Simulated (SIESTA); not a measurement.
Crystal: CsPbCl3.

```
Pb Cs Cl
1.0
     5.60500    0.00000    0.00000
     0.00000    5.60500    0.00000
     0.00000    0.00000    5.60500
Pb Cs Cl
1 1 3
Direct
  0.50000 0.50000 0.50000
  0.00000 0.00000 0.00000
  0.50000 0.00000 0.50000
  0.00000 0.50000 0.50000
  0.50000 0.50000 0.00000
```

Base run:

| Item | Value |
| --- | --- |
| Program | SIESTA 5.4.2 |
| Functional | PBE |
| Potentials or basis | PseudoDojo 0.4 standard (PBE files) |
| Basis | DZP (energy shift 0.003 Ry; two zetas on semicore shells; d shell added on Cs) |
| Grid cutoff | 800 Ry |
| Energy shift | 0.003 Ry |
| k mesh | 5 × 5 × 5 |
| Occupations | fermi-dirac, width 0.05 eV |
| Spin | no spin polarisation |

Its results: pressure 2.1 GPa.

Task: After a change of settings the same cell gave: pressure -0.9 GPa. Which change was it?
A. functional from PBE to BLYP
B. functional from PBE to LDA; potentials or basis from PseudoDojo 0.4 standard (PBE files) to PseudoDojo 0.4 standard (LDA files)
C. basis from DZP (energy shift 0.003 Ry; two zetas on semicore shells; d shell added on Cs) to TZDP (energy shift 0.002 Ry; d shell added on Cs); energy shift from 0.003 Ry to 0.002 Ry
D. functional from PBE to AM05; potentials or basis from PseudoDojo 0.4 standard (PBE files) to PseudoDojo 0.4 standard (PBEsol files)

Result: B.

Caveats: the basis of atomic orbitals isn't converged, which shifts pressures, moduli and gaps.

Not every run made on this cell is shown here.
